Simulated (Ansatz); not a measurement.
Reactions of FH5O2Si2 (`O[SiH2][SiH](O)F`).

Calculated with Ansatz (gas phase, PBE0-D4/def2-TZVP geometries, no zero-point term in ΔE). CCSD(T)/CBS adds triple-zeta CCSD(T) − MP2 to the extrapolated MP2 energy (def2 sets, frozen cores). This one scheme is used for every species. DFT in def2-TZVPP. Open shells (•) are unrestricted, without spin–orbit coupling. For Ge outer-core shells are correlated without core-valence functions, which leaves a few kJ/mol of doubt a bond. Scalar relativity is left out up to krypton. Each species was taken in one conformer, which may not be the lowest.

```json
{"reaction": "`O[SiH2][SiH](O)F` + H–F → `O[SiH2][SiH](F)F` + H₂O", "PBE-D4 (kcal/mol)": "-8.0", "CCSD(T)/CBS(def2) (kcal/mol)": "-8.3"}
{"reaction": "`O[SiH2][SiH](O)F` + `CO[SiH2]N` → `CO[SiH2]N[SiH2]O` + `O[SiH2]F`", "PBE-D4 (kcal/mol)": "-16.8", "CCSD(T)/CBS(def2) (kcal/mol)": "-22.5"}
{"reaction": "`O[SiH2][SiH](O)F` + `[OH][GeH3]` → `O[SiH](F)[O][GeH3]` + `O[SiH3]`", "PBE-D4 (kcal/mol)": "-30.8", "CCSD(T)/CBS(def2) (kcal/mol)": "-38.4"}
{"reaction": "`O[SiH2][SiH](O)F` + `C=N` → `C=N[SiH](O)F` + `O[SiH3]`", "PBE-D4 (kcal/mol)": "-12.4", "CCSD(T)/CBS(def2) (kcal/mol)": "-17.2"}
{"reaction": "`O[SiH2][SiH](O)F` + H₂O → `O[SiH2][SiH](O)O` + H–F", "PBE-D4 (kcal/mol)": "9.6", "CCSD(T)/CBS(def2) (kcal/mol)": "10.2"}
{"reaction": "`O[SiH2][SiH](O)F` + `F[C](F)F`• → `O[SiH][SiH](O)F`• + `FC(F)F`", "PBE-D4 (kcal/mol)": "-19.8", "CCSD(T)/CBS(def2) (kcal/mol)": "-19.5"}
{"reaction": "`O[SiH2][SiH](O)F` + `O[SiH2]O` → `O[SiH2]O[SiH2]O` + `O[SiH2]F`", "PBE-D4 (kcal/mol)": "-28.1", "CCSD(T)/CBS(def2) (kcal/mol)": "-35.4"}
{"reaction": "`O[SiH2][SiH](O)F` + `N=C=O` → `O=C=N[SiH2]O` + `O[SiH2]F`", "PBE-D4 (kcal/mol)": "-23.1", "CCSD(T)/CBS(def2) (kcal/mol)": "-29.8"}
{"reaction": "`O[SiH2][SiH](O)F` + H₂O → `O[SiH](O)F` + `O[SiH3]`", "PBE-D4 (kcal/mol)": "-27.0", "CCSD(T)/CBS(def2) (kcal/mol)": "-32.8"}
```

Largest T1 diagnostic: 0.018, for `N=C=O`.
